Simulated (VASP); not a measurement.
# 1T-MgI2 monolayer and its bilayer, part 5 of 5

Aim: relax 1T-MgI2 monolayer, place its levels against the vacuum, then find how two sheets stack and bind.

VASP 6.6.1, plane waves and PAW; the level of theory is named at each step.

So far. Step 12 (A rigid stacking): Energy at zero smearing: -5.01328 eV.

### 13. Relaxing the bilayer

Level of this step: optB86b-vdW; plane waves and PAW (Mg, I) (VASP).

The lowest stacking relaxes at the monolayer's lattice.

INCAR reads:

```
SYSTEM = MgI2
PREC = Normal
ENCUT = 350
EDIFF = 1E-06
NELM = 120
ISMEAR = 0
SIGMA = 0.03
LREAL = .FALSE.
ALGO = Fast
GGA = MK
AGGAC = 0
LUSE_VDW = .TRUE.
PARAM1 = 0.1234
PARAM2 = 1
LASPH = .TRUE.
NBANDS = 22
LORBIT = 11
LWAVE = .FALSE.
LCHARG = .FALSE.
KPAR = 4
IBRION = 2
NSW = 50
ISIF = 2
EDIFFG = -0.015
POTIM = 0.4
MAXMIX = 40
IDIPOL = 3
LDIPOL = .TRUE.
DIPOL = 0.5 0.5 0.5
```

POSCAR reads:

```
MgI2
1.0
    4.1504874331      0.0000000000      0.0000000000
   -2.0752437165      3.5944275551      0.0000000000
    0.0000000000      0.0000000000     26.8197144168
Mg I
2 4
Direct
    0.0000000000      0.0000000000      0.3795688700
    0.0000000000      0.0000000000      0.6204311300
    0.3333333300      0.6666666700      0.3169310400
    0.6666666700      0.3333333300      0.4422066900
    0.3333333300      0.6666666700      0.5577933100
    0.6666666700      0.3333333300      0.6830689600
```

KPOINTS reads:

```
Automatic mesh
0
Gamma
9 9 1
0 0 0
```

PAW data sets: Mg and I (PBE family, release 64).

The run is started by

```sh
mpirun -np 4 vasp_std
```

Log:

```text
[... set-up lines as in an earlier step ...]
 entering main loop
       N       E                     dE             d eps       ncg     rms          rms(c)
[... 5 cycles as in an earlier step ...]
RMM:   6    -0.504675963791E+01    0.25764E+00   -0.36620E-01   528   0.230E+00    0.350E+00
RMM:   7    -0.503176162851E+01    0.14998E-01   -0.61438E-01   528   0.302E+00    0.842E-01
RMM:   8    -0.501757904146E+01    0.14183E-01   -0.65521E-02   528   0.117E+00    0.169E-01
RMM:   9    -0.501782767660E+01   -0.24864E-03   -0.32652E-03   555   0.349E-01    0.114E-01
RMM:  10    -0.501791276650E+01   -0.85090E-04   -0.81816E-04   605   0.156E-01    0.100E-01
RMM:  11    -0.501792370441E+01   -0.10938E-04   -0.13614E-04   540   0.637E-02    0.153E-01
RMM:  12    -0.501801389032E+01   -0.90186E-04   -0.26978E-04   528   0.837E-02    0.173E-01
RMM:  13    -0.501794354022E+01    0.70350E-04   -0.11015E-04   528   0.467E-02    0.101E-01
RMM:  14    -0.501794486124E+01   -0.13210E-05   -0.42387E-05   528   0.268E-02    0.554E-02
RMM:  15    -0.501794780236E+01   -0.29411E-05   -0.10660E-05   527   0.152E-02    0.366E-02
RMM:  16    -0.501795105217E+01   -0.32498E-05   -0.96828E-06   498   0.127E-02    0.137E-02
RMM:  17    -0.501795270855E+01   -0.16564E-05   -0.16744E-06   347   0.700E-03    0.685E-03
RMM:  18    -0.501795434925E+01   -0.16407E-05   -0.57779E-07   335   0.437E-03    0.789E-03
RMM:  19    -0.501795496412E+01   -0.61487E-06   -0.24040E-07   332   0.291E-03
   1 F= -.50179550E+01 E0= -.50179550E+01  d E =-.501795E+01
 curvature:   0.00 expect dE= 0.000E+00 dE for cont linesearch  0.000E+00
 trial: gam= 0.00000 g(F)=  0.382E-02 g(S)=  0.000E+00 ort = 0.000E+00 (trialstep = 0.100E+01)
 search vector abs. value=  0.382E-02
 bond charge predicted
       N       E                     dE             d eps       ncg     rms          rms(c)
DAV:   1    -0.502103097338E+01   -0.30766E-02   -0.11254E-01   654   0.147E+00    0.132E-01
RMM:   2    -0.502130531153E+01   -0.27434E-03   -0.45359E-03   528   0.345E-01    0.195E-01
RMM:   3    -0.502134264547E+01   -0.37334E-04   -0.48628E-04   528   0.148E-01    0.172E-01
RMM:   4    -0.502131930865E+01    0.23337E-04   -0.65569E-04   528   0.106E-01    0.694E-02
RMM:   5    -0.502140161481E+01   -0.82306E-04   -0.48284E-05   528   0.423E-02    0.340E-02
RMM:   6    -0.502140087935E+01    0.73545E-06   -0.15500E-05   521   0.218E-02    0.315E-02
RMM:   7    -0.502139439745E+01    0.64819E-05   -0.56671E-06   479   0.120E-02    0.167E-02
RMM:   8    -0.502138918650E+01    0.52110E-05   -0.58046E-06   468   0.932E-03    0.768E-03
RMM:   9    -0.502139279825E+01   -0.36118E-05   -0.87011E-07   340   0.561E-03    0.797E-03
RMM:  10    -0.502139467679E+01   -0.18785E-05   -0.13728E-06   341   0.478E-03    0.580E-03
RMM:  11    -0.502139604900E+01   -0.13722E-05   -0.93543E-07   337   0.346E-03    0.348E-03
RMM:  12    -0.502139904849E+01   -0.29995E-05   -0.49324E-07   315   0.265E-03    0.703E-04
RMM:  13    -0.502139962624E+01   -0.57775E-06   -0.60833E-08   188   0.146E-03
   2 F= -.50213996E+01 E0= -.50213996E+01  d E =-.344466E-02
[... from here on, the cycles between the ionic steps are left out ...]
   3 F= -.50271835E+01 E0= -.50271835E+01  d E =-.922853E-02
   4 F= -.50276140E+01 E0= -.50276140E+01  d E =-.965901E-02
   5 F= -.50300784E+01 E0= -.50300784E+01  d E =-.246447E-02
   6 F= -.50344937E+01 E0= -.50344937E+01  d E =-.687973E-02
   7 F= -.50350344E+01 E0= -.50350344E+01  d E =-.742039E-02
   8 F= -.50368562E+01 E0= -.50368562E+01  d E =-.182182E-02
   9 F= -.50418100E+01 E0= -.50418100E+01  d E =-.677568E-02
  10 F= -.50495138E+01 E0= -.50495138E+01  d E =-.144795E-01
  11 F= -.50570541E+01 E0= -.50570541E+01  d E =-.220197E-01
  12 F= -.50574318E+01 E0= -.50574318E+01  d E =-.223975E-01
 curvature: -34.60 expect dE=-0.547E-02 dE for cont linesearch -0.120E-06
 trial: gam= 0.18598 g(F)=  0.158E-03 g(S)=  0.000E+00 ort = 0.617E-05 (trialstep = 0.383E+01)
 search vector abs. value=  0.539E-03
 bond charge predicted
       N       E                     dE             d eps       ncg     rms          rms(c)
DAV:   1    -0.505715157994E+01    0.27956E-03   -0.15897E-01   630   0.179E+00    0.218E-01
RMM:   2    -0.505806891761E+01   -0.91734E-03   -0.94727E-03   528   0.483E-01    0.223E-01
RMM:   3    -0.505781993347E+01    0.24898E-03   -0.12154E-03   528   0.204E-01    0.436E-02
RMM:   4    -0.505785701130E+01   -0.37078E-04   -0.26679E-04   528   0.882E-02    0.751E-02
RMM:   5    -0.505784135371E+01    0.15658E-04   -0.11080E-04   528   0.535E-02    0.695E-02
RMM:   6    -0.505785960521E+01   -0.18251E-04   -0.47328E-05   533   0.316E-02    0.750E-02
RMM:   7    -0.505785763018E+01    0.19750E-05   -0.58252E-06   460   0.158E-02    0.757E-02
RMM:   8    -0.505785752342E+01    0.10676E-06   -0.20152E-06   370   0.781E-03
  13 F= -.50578575E+01 E0= -.50578575E+01  d E =-.425675E-03
 trial-energy change:   -0.000426  1 .order   -0.000422   -0.000610   -0.000235
 step:   6.2277(harm=  6.2277)  dis= 0.01589  next Energy=    -5.057928 (dE=-0.496E-03)
 reached required accuracy - stopping structural energy minimisation
```

The job ended after 9.7 min (4 MPI ranks of Intel Xeon 6975P-C (Granite Rapids), shared host; peak memory 2.1 GiB).

OUTCAR, selected parts (step 13):

```text
   NELECT =      32.0000    total number of electrons

 E-fermi :  -1.8650

 k-point     1 :       0.0000    0.0000    0.0000
  band No.  band energies     occupation
    ...
     12      -2.3191      2.00000
     13      -2.0992      2.00000
     14      -2.0992      2.00000
     15      -2.0463      2.00000
     16      -2.0463      2.00000
     17       1.8292      0.00000
     18       2.3111      0.00000
     19       2.8748      0.00000
     20       2.9072      0.00000
     21       3.5147      0.00000
    ...

Total vdW correction in eV:      8.0028966

  Total       -0.0269726     -0.0269726     -0.0441337     -0.0000000      0.0000000      0.0000000
  in kB       -0.1080065     -0.1080065     -0.1767249     -0.0000000      0.0000000      0.0000000
  external PRESSURE =      -0.1309126 kB  Pullay stress =       0.0000000 kB

 POSITION                                       TOTAL-FORCE (eV/Angst)
 -----------------------------------------------------------------------------------
      0.00000      0.00000      9.98923         0.000000     -0.000000     -0.006186
      0.00000      0.00000     16.83048        -0.000000      0.000000      0.006186
     -0.00000      2.39629      8.30778        -0.000000     -0.000000      0.011880
      2.07524      1.19814     11.66922        -0.000000      0.000000     -0.011695
     -0.00000      2.39629     15.15050         0.000000     -0.000000      0.011695
      2.07524      1.19814     18.51193         0.000000      0.000000     -0.011880
 -----------------------------------------------------------------------------------
    total drift:                                0.000000      0.000000      0.000000

  FREE ENERGIE OF THE ION-ELECTRON SYSTEM (eV)
  ---------------------------------------------------
  free  energy   TOTEN  =        -5.0578575234 eV

  energy  without entropy=       -5.0578575234  energy(sigma->0) =       -5.05785752

Total vdW correction in eV:      8.0027229

 vacuum level on the upper side and lower side of the slab         3.918         3.918

[... 10 parts as in an earlier step ...]

[... 9 further parts left out ...]
```

The steps of the relaxation:

| step | energy less that of the first step (eV) | largest force (eV/Å) |
| --- | --- | --- |
| 1 | 0.0000 | 0.2212 |
| 2 | -0.0034 | 0.1748 |
| 3 | -0.0092 | 0.1066 |
| 4 | -0.0097 | 0.1293 |
| 5 | -0.0121 | 0.0927 |
| 6 | -0.0165 | 0.1432 |
| 7 | -0.0171 | 0.1771 |
| 8 | -0.0189 | 0.1691 |
| 9 | -0.0239 | 0.1455 |
| 10 | -0.0316 | 0.0931 |
| 11 | -0.0391 | 0.0294 |
| 12 | -0.0395 | 0.0344 |
| 13 | -0.0399 | 0.0119 |

The atoms that moved most (Å):

| atom | dx | dy | dz | length |
| --- | --- | --- | --- | --- |
| I3 | 0.000 | 0.000 | -0.192 | 0.192 |
| I6 | 0.000 | 0.000 | 0.192 | 0.192 |
| Mg1 | 0.000 | 0.000 | -0.191 | 0.191 |
| Mg2 | 0.000 | 0.000 | 0.191 | 0.191 |
| I5 | 0.000 | 0.000 | 0.191 | 0.191 |
| I4 | 0.000 | 0.000 | -0.191 | 0.191 |

Final coordinates:

```
Mg I
1.0
     4.15049    0.00000    0.00000
    -2.07524    3.59443    0.00000
     0.00000    0.00000   26.81971
Mg I
2 4
Direct
  0.00000 0.00000 0.37246
  0.00000 0.00000 0.62754
  0.33333 0.66667 0.30976
  0.66667 0.33333 0.43510
  0.33333 0.66667 0.56490
  0.66667 0.33333 0.69024
```

This step gave:

* electronic cycles: 134
* free energy (TOTEN): -5.058 eV
* Fermi energy: -1.865 eV
* dipole moment: 0, 0, 0 e·Å
* gap on the k-mesh: 3.646 eV
* least direct gap on the k-mesh: 3.875 eV

The run ended after 13 ionic steps, 0.040 eV below its first step, once the forces on the free atoms met EDIFFG = -0.015.

### 14. Levels and bands of the bilayer

The same static run as for one sheet shows what the neighbour does to the levels.

Changes to INCAR since step 13:

```diff
@@ -20,8 +20,2 @@
 KPAR = 4
-IBRION = 2
-NSW = 50
-ISIF = 2
-EDIFFG = -0.015
-POTIM = 0.4
-MAXMIX = 40
 IDIPOL = 3
@@ -29 +23,4 @@
 DIPOL = 0.5 0.5 0.5
+LVHAR = .TRUE.
+LVACPOTAV = .TRUE.
+NEDOS = 1500
```

POSCAR reads:

```
MgI2
1.0
    4.1504874331      0.0000000000      0.0000000000
   -2.0752437165      3.5944275551      0.0000000000
    0.0000000000      0.0000000000     26.8197144168
Mg I
2 4
Direct
    0.0000000000      0.0000000000      0.3724584744
    0.0000000000      0.0000000000      0.6275415256
    0.3333333300      0.6666666700      0.3097640225
    0.6666666700      0.3333333300      0.4350984598
    0.3333333300      0.6666666700      0.5649015402
    0.6666666700      0.3333333300      0.6902359775
```

KPOINTS is that of step 13.

KPOINTS_OPT reads:

```
Line mode
14
Line-mode
Reciprocal
  0.00000000   0.00000000   0.00000000 GAMMA
  0.50000000   0.00000000   0.00000000 M

  0.50000000   0.00000000   0.00000000 M
  0.33333333   0.33333333   0.00000000 K

  0.33333333   0.33333333   0.00000000 K
  0.00000000   0.00000000   0.00000000 GAMMA
```

The run is started by

```sh
mpirun -np 4 vasp_std
```

Log:

```text
[... set-up lines as in an earlier step ...]
 entering main loop
       N       E                     dE             d eps       ncg     rms          rms(c)
DAV:   1     0.201557832398E+03    0.20156E+03   -0.82031E+03   528   0.775E+02
DAV:   2     0.202428772717E+02   -0.18131E+03   -0.17505E+03   812   0.152E+02
DAV:   3    -0.433342978578E+01   -0.24576E+02   -0.24451E+02   666   0.634E+01
DAV:   4    -0.533028779947E+01   -0.99686E+00   -0.99616E+00   754   0.160E+01
DAV:   5    -0.534722300487E+01   -0.16935E-01   -0.16933E-01   686   0.245E+00    0.534E+00
RMM:   6    -0.508721211026E+01    0.26001E+00   -0.37010E-01   551   0.230E+00    0.341E+00
RMM:   7    -0.507214165919E+01    0.15070E-01   -0.62129E-01   614   0.303E+00    0.838E-01
RMM:   8    -0.505747683565E+01    0.14665E-01   -0.66013E-02   591   0.117E+00    0.182E-01
RMM:   9    -0.505775399344E+01   -0.27716E-03   -0.32551E-03   672   0.349E-01    0.109E-01
RMM:  10    -0.505783251310E+01   -0.78520E-04   -0.79711E-04   732   0.159E-01    0.729E-02
RMM:  11    -0.505784450335E+01   -0.11990E-04   -0.10164E-04   722   0.589E-02    0.115E-01
RMM:  12    -0.505784716090E+01   -0.26575E-05   -0.52134E-05   638   0.451E-02    0.293E-02
RMM:  13    -0.505784489314E+01    0.22678E-05   -0.12367E-05   650   0.219E-02    0.175E-02
RMM:  14    -0.505784583062E+01   -0.93748E-06   -0.26966E-06   505   0.108E-02
 [... a notice as in an earlier step ...]

   1 F= -.50578458E+01 E0= -.50578458E+01  d E =-.159496E-11
 Start KPOINTS_OPT (optional k-point list driver)
k-point batch [1-12\42]
       N       E                     dE             ncg
DAV:   1     0.125132695655E+03   -0.29931E+04      528
DAV:   2    -0.194360047232E+04   -0.20687E+04      820
DAV:   3    -0.222031548553E+04   -0.27672E+03      666
DAV:   4    -0.223083268929E+04   -0.10517E+02      738
DAV:   5    -0.223100043973E+04   -0.16775E+00      658
DAV:   6    -0.223100757268E+04   -0.71329E-02      744
DAV:   7    -0.223100783207E+04   -0.25939E-03      670
DAV:   8    -0.223100784594E+04   -0.13867E-04      540
DAV:   9    -0.223100784675E+04   -0.81449E-06      454
[...]
k-point batch [37-42\42]
       N       E                     dE             ncg
DAV:   1     0.362377282936E+04   -0.33529E+03      264
DAV:   2     0.260588057012E+04   -0.10179E+04      388
DAV:   3     0.246035754133E+04   -0.14552E+03      344
DAV:   4     0.245503083168E+04   -0.53267E+01      372
DAV:   5     0.245494327144E+04   -0.87560E-01      306
DAV:   6     0.245493923546E+04   -0.40360E-02      372
DAV:   7     0.245493908609E+04   -0.14937E-03      306
DAV:   8     0.245493907812E+04   -0.79726E-05      276
DAV:   9     0.245493907763E+04   -0.48688E-06      226
```

Elapsed: 55 s, on 4 MPI ranks; peak memory 2.1 GiB; 3.6 min of CPU time.

Parts of OUTCAR (step 14):

```text
   NELECT =      32.0000    total number of electrons

 E-fermi :  -1.9171

 k-point     1 :       0.0000    0.0000    0.0000
  band No.  band energies     occupation
    ...
     12      -2.3215      2.00000
     13      -2.1010      2.00000
     14      -2.1010      2.00000
     15      -2.0492      2.00000
     16      -2.0492      2.00000
     17       1.8258      0.00000
     18       2.3083      0.00000
     19       2.8709      0.00000
     20       2.9036      0.00000
     21       3.4585      0.00000
    ...

Total vdW correction in eV:      8.0024996

  Total       -0.0693349     -0.0693349     -0.0838838     -0.0000000     -0.0000000     -0.0000000
  in kB       -0.2776385     -0.2776385     -0.3358968     -0.0000000     -0.0000000     -0.0000000
  external PRESSURE =      -0.2970580 kB  Pullay stress =       0.0000000 kB

 POSITION                                       TOTAL-FORCE (eV/Angst)
 -----------------------------------------------------------------------------------
      0.00000      0.00000      9.98923         0.000000      0.000000     -0.009542
      0.00000      0.00000     16.83048         0.000000      0.000000      0.009542
     -0.00000      2.39629      8.30778        -0.000000      0.000000      0.013482
      2.07524      1.19814     11.66922        -0.000000      0.000000     -0.010239
     -0.00000      2.39629     15.15050         0.000000     -0.000000      0.010239
      2.07524      1.19814     18.51193         0.000000     -0.000000     -0.013482
 -----------------------------------------------------------------------------------
    total drift:                                0.000000      0.000000     -0.000000

  FREE ENERGIE OF THE ION-ELECTRON SYSTEM (eV)
  ---------------------------------------------------
  free  energy   TOTEN  =        -5.0578458306 eV

  energy  without entropy=       -5.0578458306  energy(sigma->0) =       -5.05784583

Total vdW correction in eV:      8.0028764

 vacuum level on the upper side and lower side of the slab         4.450         4.450

[... 9 parts as in an earlier step ...]

[... 9 further parts left out ...]
```

Numbers from this step:

* electronic cycles: 14
* Fermi energy: -1.917 eV
* least gap on mesh and path: 3.607 eV
* least direct gap on mesh and path: 3.875 eV
* vacuum levels: 4.45, 4.45 eV
* ionisation potentials of the upper and lower face: 6.499, 6.499 eV
* electron affinities of the upper and lower face: 2.892, 2.892 eV

Electronic bands along the path, in eV, zero at the valence-band top; v1 is the highest filled band, c1 the lowest empty one:

| point | v4 | v3 | v2 | v1 | c1 | c2 | c3 | c4 |
| --- | --- | --- | --- | --- | --- | --- | --- | --- |
| Γ | -0.05 | -0.05 | 0.00 | 0.00 | 3.88 | 4.36 | 4.92 | 4.95 |
| 0.46 of the way | -0.71 | -0.29 | -0.25 | -0.15 | 4.49 | 4.71 | 5.36 | 5.48 |
| M | -0.77 | -0.71 | -0.55 | -0.42 | 3.61 | 3.67 | 5.21 | 5.36 |
| 0.46 of the way | -0.90 | -0.85 | -0.65 | -0.57 | 4.08 | 4.16 | 5.82 | 6.06 |
| K | -0.99 | -0.99 | -0.62 | -0.62 | 4.15 | 4.64 | 6.07 | 6.07 |
| 0.46 of the way | -0.85 | -0.72 | -0.50 | -0.31 | 4.71 | 4.75 | 5.82 | 5.82 |
| Γ | -0.05 | -0.05 | 0.00 | 0.00 | 3.88 | 4.36 | 4.92 | 4.95 |

Of the projections kept (Mg, I), the largest for each band there; the rest of the weight can lie on other orbitals:

| point | v4 | v3 | v2 | v1 | c1 | c2 | c3 | c4 |
| --- | --- | --- | --- | --- | --- | --- | --- | --- |
| Γ | I 0.98 | I 0.98 | I 0.98 | I 0.98 | I 0.63 | I 0.65 | I 0.71 | I 0.70 |
| M | I 0.98 | I 0.99 | I 0.99 | I 0.99 | Mg 0.53 | Mg 0.53 | I 0.84 | I 0.77 |
| K | I 0.99 | I 0.99 | I 0.99 | I 0.99 | I 0.51 | I 0.55 | I 0.77 | I 0.77 |
| Γ | I 0.98 | I 0.98 | I 0.98 | I 0.98 | I 0.63 | I 0.65 | I 0.71 | I 0.70 |

Zero at the Fermi level. The planar average of the electrostatic potential by height:

| height (Å) | planar average of the electrostatic potential (eV) |
| --- | --- |
| 0 | 6.37 |
| 1 | 6.37 |
| 2 | 6.37 |
| 3 | 6.37 |
| 4 | 6.37 |
| 5 | 6.36 |
| 6 | 6.30 |
| 7 | 5.20 |
| 8 | -8.67 |
| 9 | -3.64 |
| 10 | -1.48 |
| 11 | -4.02 |
| 12 | -8.32 |
| 13 | 5.20 |
| 14 | 4.53 |
| 15 | -10.4 |
| 16 | -1.59 |
| 17 | -1.34 |
| 18 | -6.58 |
| 19 | -5.57 |
| 20 | 5.68 |
| 21 | 6.33 |
| 22 | 6.36 |
| 23 | 6.37 |
| 24 | 6.37 |
| 25 | 6.37 |
| 26 | 6.37 |

Density of states in the PAW spheres, an atom over height of the layer and energy from the Fermi level.

Ten even steps from '0' (0.00 states/eV) to '9' (1.88 states/eV), each cell a mean:
```
000000
000000
405504
909909
504405
404404
303303
101101
202202
303303
102201
000000
000000
000000
000000
000000
000000
000000
000000
000000
000000
000000
```
Columns: height of the layer (Å) from 8.3 to 18.5 (not evenly spaced); rows upwards: energy from the Fermi level (eV) from -7.9 to 0.5.

The map of layer states is cut here 0.5 eV above the Fermi level, so it leaves out the states above that.

The vacuum level lies 6.50 eV above the highest filled level at the upper face; both faces agree, as the slab has next to no dipole.

The program found no field-free point at its default tolerance, but its printed level agrees with the flat part of the planar average.

### 15. Putting the energies together

This step: monolayer and bilayer, optB86b-vdW; plane waves and PAW (VASP 6.6.1).

This step runs nothing: it gathers the runs above.

This step gave:

* polarisability per area of the slab or monolayer: 0.4138 Å
* gap with spin orbit: 3.312 eV
* binding energy: -15.57 meV/Å²
* interlayer gap: 3.481 Å
* bilayer gap: 3.607 eV
* bilayer level below vacuum: 6.499 eV
* lattice a: 4.150 Å
* lattice b: 4.150 Å
* thickness: 3.360 Å
* monolayer gap: 3.660 eV
* ionisation potential at the upper face: 6.512 eV

VASP counts both for electrons: a positive EFIELD is a field along -c, and a positive dipole, in electrons times A, points along -c. Field, by row:

| EFIELD (eV/Å) | dipole along z of the monolayer (e Å) | energy change of the monolayer (eV) |
| --- | --- | --- |
| -0.1 | -0.04289 | -0.00217 |
| 0 | 0 | 0 |
| 0.1 | 0.04285 | -0.002173 |

Rigid sheets, 3.1 Å apart. Stackings, by row:

| stacking | energy above the lowest (meV/Å²) |
| --- | --- |
| same orientation, shift 0.00 0.00 | 0 |
| turned by 180 degrees, shift 0.33 0.67 | 0.3124 |
| same orientation, shift 0.67 0.33 | 0.7401 |
| same orientation, shift 0.33 0.67 | 44.69 |
| turned by 180 degrees, shift 0.00 0.00 | 44.93 |

The polarisability is the slope of the dipole against the field, as a volume for each unit of area.

### 16. Summary of results

| Quantity | Value |
| --- | --- |
| lattice a | 4.15 Å |
| monolayer gap | 3.66 eV |
| gap with spin orbit | 3.31 eV |
| binding energy | -15.6 meV/Å² |
| interlayer gap | 3.48 Å |
| bilayer gap | 3.61 eV |
| polarisability per area of the slab or monolayer | 0.414 Å |

In words: The monolayer relaxes to a = 4.150 Å and has a gap of 3.66 eV (3.31 eV with spin-orbit coupling). The ionisation potential is 6.51 eV at both faces. Of 5 rigid stackings the lowest has the upper sheet in the same orientation and shifted by (0.00, 0.00) in cell vectors, and the highest lies 44.9 meV/Å² above it. Relaxed, the sheets lie 3.48 Å apart and bind by 15.6 meV/Å². The next stacking lies close, and only the lowest was relaxed, so the order could change. The second sheet narrows the gap, to 3.61 eV. All runs are without spin polarisation. The bilayer keeps the monolayer's lattice, and only high-symmetry stackings were tried. Semilocal gaps are too small. Levels against the vacuum, binding and the bilayer's gap are without spin-orbit coupling.

[Lines on the potential files, build, host, timing and source positions are cut from VASP's logs without a mark.]

[Logs are printed without paths, hosts, clocks, repeated set-up lines and the standing remarks that a program may print on its own settings, such as how far it seeks lower states.]

[Hosts, paths, dates, database ids (printed as entryN), source tags and the programs' standing remarks are cut or masked in the printed files.]

[Runs that stopped without an error message from VASP are left out.]
